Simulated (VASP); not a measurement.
A calculation with VASP 6.6.1 of Te (ASE script, structure typed inline):

Contents of run.py:

```python
from ase import Atoms
from ase.calculators.vasp import Vasp
from ase.dft.bandgap import bandgap

atoms = Atoms(
    ['Te'],
    cell=[[2.3059043427, 1.331314493, 1.6909537039], [-2.3059043427, 1.331314493, 1.6909537039], [0.0, -2.662628986, 1.6909537039]],
    scaled_positions=[[0.5, 0.5, 0.5]],
    pbc=True,
)
calc = Vasp(
    directory='calc',
    xc='pbesol',
    pp='PBE',
    setups='materialsproject',
    prec='Accurate',
    encut=520,
    ediff=1e-06,
    ismear=0,
    sigma=0.1,
    lreal=False,
    lasph=True,
    nelm=80,
    algo='Fast',
    isif=2,
    lwave=False,
    lcharg=False,
    kpts=[9, 9, 9],
    gamma=True,
    nbands=9,
)
atoms.calc = calc

print('energy (eV):', atoms.get_potential_energy())
print('free energy (eV):', atoms.get_potential_energy(force_consistent=True))
print('forces (eV/A):')
print(atoms.get_forces())
print('stress (eV/A^3, Voigt):', atoms.get_stress())
print('Fermi level (eV):', calc.get_fermi_level())
gap, top, bottom = bandgap(calc)
print('band gap (eV):', gap, 'from (spin, k, band)', top, 'to', bottom)
```

Potentials or basis: VASP PAW PBE potentials, release 64 (Te).

Launch:

```sh
$ python run.py
```

This isn't the form of Te at room conditions, which is trigonal, of chains.

Problem. Write the same calculation in another form: native input, structure from a POSCAR.

Solution. As run:

File INCAR:

```
PREC = Accurate ; ENCUT = 520
EDIFF = 1E-7 ; ISMEAR = 0
SIGMA = 0.1 ; LREAL = F
LASPH = T ; NELM = 100
ALGO = Normal ; ISIF = 2
LWAVE = F ; LCHARG = T
GGA = PS ; LELF = T
LVHAR = T
```

File KPOINTS:

```
regular mesh
0
Gamma
  9 9 9
```

Contents of POSCAR:

```
Te
1.0
    2.3059043427      1.3313144930      1.6909537039
   -2.3059043427      1.3313144930      1.6909537039
    0.0000000000     -2.6626289860      1.6909537039
Te
1
Direct
    0.5000000000      0.5000000000      0.5000000000
```

Potentials or basis: VASP PAW PBE potentials, release 64 (Te).

Run with:

```bash
$ cat potpaw_PBE.64/Te/POTCAR > POTCAR
$ mpirun -np 1 vasp_std > vasp.out
```

Both were run:

|  | ASE script, structure typed inline | native input, structure from a POSCAR |
| --- | --- | --- |
| Pressure | 0.0 GPa | 0.0 GPa |
| Band gap on the k mesh | none (metal or under the smearing width) | none (metal or under the smearing width) |

Keys that steer only the numerical path or the files written may differ.

Caveat: the PAW data sets were made with another functional, which shifts forces and pressure a little.
